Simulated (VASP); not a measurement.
# MoS2 (R-3m) in VASP: a series of runs, part 2 of 2

VASP 6.6.1. The steps go on from the part before.

## 4. Single point, PBE, spin-orbit coupling, no magnetisation

INCAR reads:

```
SYSTEM = MoS2
PREC = Accurate
ENCUT = 350
EDIFF = 1E-7
ISMEAR = 0
SIGMA = 0.02
LREAL = .FALSE.
LASPH = .TRUE.
NELM = 100
ALGO = Normal
ISIF = 2
LWAVE = .FALSE.
LCHARG = .FALSE.
LNONCOLLINEAR = .TRUE.
MAGMOM = 0 0 0 0 0 0 0 0 0
LORBIT = 11
LSORBIT = .TRUE.
GGA_COMPAT = .FALSE.
LMAXMIX = 4
GGA = PE
NBANDS = 42
```

KPOINTS reads:

```
Automatic mesh
0
G
  4 4 4
  0 0 0
```

POSCAR reads:

```
MoS2
1.0
    1.5855000000      0.9153888518      6.1149966667
   -1.5855000000      0.9153888518      6.1149966667
    0.0000000000     -1.8307777036      6.1149966667
Mo S
1 2
Direct
    0.0000000000      0.0000000000      0.0000000000
    0.2500000000      0.2500000000      0.2500000000
    0.7500000000      0.7500000000      0.7500000000
```

Potentials or basis: VASP PAW PBE potentials, release 64 (Mo_sv, S).

The run is started by

```console
$ cat potpaw_PBE.64/Mo_sv/POTCAR potpaw_PBE.64/S/POTCAR > POTCAR
$ mpirun -np 1 vasp_ncl > vasp.out
```

OUTCAR:

```text
SYSTEM = MoS2
   PREC = Accurate
   ENCUT = 350
   EDIFF = 1E-7
   ISMEAR = 0
   LREAL = .FALSE.
   LASPH = .TRUE.
   NELM = 100
   ISIF = 2
   LNONCOLLINEAR = .TRUE.
   LORBIT = 11
   LSORBIT = .TRUE.
   GGA = PE

 Found     13 irreducible k-points:

 Following reciprocal coordinates:
            Coordinates               Weight
  0.000000  0.000000  0.000000      1.000000
  0.250000  0.000000  0.000000      6.000000
  0.500000  0.000000  0.000000      3.000000
  0.250000  0.250000  0.000000      6.000000
  0.500000  0.250000  0.000000     12.000000
 -0.250000  0.250000  0.000000      6.000000
   k-points           NKPTS =     13   k-points in BZ     NKDIM =     13   number of bands    NBANDS=     42
   number of dos      NEDOS =    301   number of ions     NIONS =      3
   total plane-waves  NPLWV =  64000
   dimension x,y,z NGX =    40 NGY =   40 NGZ =   40
   dimension x,y,z NGXF=    80 NGYF=   80 NGZF=   80
[... 416 lines left out ...]
     0.0000000     0.0000000     0.0000000     0.0000000     0.0000000     0.0000000     0.0000000
     0.0000000     0.0000000     0.0000000     0.0000000     0.0000000     0.0000000     0.0000000
     0.0000000     0.0000000     0.0000000     0.0000000     0.0000000     0.0000000     0.0000000

 total charge

# of ion       s       p       d       tot
------------------------------------------
    1        2.304   6.236   3.948  12.487
    2        1.365   2.353   0.000   3.718
    3        1.365   2.353   0.000   3.718
--------------------------------------------------
tot          5.033  10.943   3.948  19.923

 magnetization (x)

# of ion       s       p       d       tot
------------------------------------------
    1       -0.000   0.000  -0.000  -0.000
    2        0.000   0.000   0.000   0.000
    3        0.000   0.000   0.000   0.000
--------------------------------------------------
tot         -0.000   0.000  -0.000   0.000

 magnetization (y)

# of ion       s       p       d       tot
------------------------------------------
    1        0.000   0.000   0.000   0.000
    2        0.000   0.000   0.000   0.000
    3        0.000   0.000   0.000   0.000
--------------------------------------------------
tot          0.000   0.000   0.000   0.000

 magnetization (z)

# of ion       s       p       d       tot
------------------------------------------
    1        0.000   0.000   0.000   0.000
    2        0.000   0.000   0.000   0.000
    3        0.000   0.000   0.000   0.000
--------------------------------------------------
tot          0.000   0.000   0.000   0.000
```

OSZICAR:

```text
N       E                     dE             d eps       ncg     rms          rms(c)
DAV:   1     0.163410204021E+03    0.16341E+03   -0.11038E+04  1196   0.868E+02
DAV:   2    -0.145554641952E+02   -0.17797E+03   -0.17000E+03  1290   0.273E+02
DAV:   3    -0.223409761408E+02   -0.77855E+01   -0.76747E+01  1368   0.535E+01
DAV:   4    -0.224516734929E+02   -0.11070E+00   -0.11054E+00  1326   0.663E+00
DAV:   5    -0.224535731125E+02   -0.18996E-02   -0.18991E-02  1358   0.839E-01    0.257E+01
DAV:   6    -0.213740817862E+02    0.10795E+01   -0.46799E+00  1162   0.190E+01    0.987E+00
DAV:   7    -0.211173896715E+02    0.25669E+00   -0.21273E+00  1136   0.124E+01    0.684E+00
DAV:   8    -0.209028116025E+02    0.21458E+00   -0.24668E-01  1208   0.482E+00    0.214E+00
DAV:   9    -0.209062519596E+02   -0.34404E-02   -0.56508E-02  1288   0.152E+00    0.100E+00
DAV:  10    -0.209022992779E+02    0.39527E-02   -0.75298E-03  1230   0.816E-01    0.302E-01
DAV:  11    -0.209024673961E+02   -0.16812E-03   -0.15521E-03  1346   0.243E-01    0.912E-02
DAV:  12    -0.209023737580E+02    0.93638E-04   -0.18930E-04  1236   0.123E-01    0.224E-02
DAV:  13    -0.209023739711E+02   -0.21306E-06   -0.24060E-05  1290   0.302E-02    0.850E-03
DAV:  14    -0.209023785169E+02   -0.45458E-05   -0.11894E-05  1228   0.235E-02    0.968E-03
DAV:  15    -0.209023786839E+02   -0.16692E-06   -0.84768E-07  1284   0.696E-03    0.352E-03
DAV:  16    -0.209023787565E+02   -0.72679E-07   -0.25632E-07  1116   0.330E-03
   1 F= -.20902379E+02 E0= -.20900865E+02  d E =-.302714E-02  mag=     0.0000    -0.0000     0.0000
```

Wall time 1.9 min (1 thread of Intel Xeon 6975P-C (Granite Rapids), shared host); peak memory 0.45 GiB.

The run converged, but some of its settings lie outside the range that counts as converged, so its numbers aren't taken as properties of the crystal.

Results:

- Free energy: -20.9024 eV
- Pressure: 8.2 GPa
- Largest force: 0.781 eV/Å
- Valence electrons inside the program's atomic spheres: Mo 12.49; S 3.72

Caveat: the k mesh is coarse (spacing up to 0.58 Å⁻¹), so the values aren't converged; the cell's inner coordinates are idealised or old, which leaves forces on the atoms.

## 5. For comparison

An earlier run on the cell as given: functional PBE; potentials or basis VASP PAW PBE potentials, release 64 (Mo_sv, S); cutoff 520 eV; k mesh 10 × 10 × 10; occupations fermi-dirac, width 0.05 eV; no spin polarisation.

* Pressure: 7.8 GPa
* Largest force: 0.994 eV/Å
* Band gap on the k mesh: none (metal or under the smearing width)
